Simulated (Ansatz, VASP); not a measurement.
## Cs in VASP and in Ansatz

```
Cs
1.0
    -3.07716    3.07716    3.07716
     3.07716   -3.07716    3.07716
     3.07716    3.07716   -3.07716
Cs
1
Direct
  0.00000 0.00000 0.00000
```

Alike in both runs: functional PBE; k mesh 9 × 9 × 9; occupations fermi-dirac, width 0.05 eV; no spin polarisation.

Ansatz relaxed the structure, and its values are those at the end. VASP's run is a single point on that final structure, the one shown.

|  | VASP | Ansatz |
| --- | --- | --- |
| version | VASP 6.6.1 | Ansatz 0.2.0 |
| potentials or method | VASP PAW PBE potentials, release 64 (Cs_sv) | PAW with Ansatz's default frozen-core files, scalar-relativistic |
| plane-wave cutoff (eV) | 520 | 420 |
| valence electrons in the cell | 9 | 9 |

|  | VASP | Ansatz | Ansatz less VASP |
| --- | --- | --- | --- |
| pressure (GPa) | 0.0 | 0.0 | +0.01 |

Spin-orbit coupling is left out, which matters for the levels of Cs.
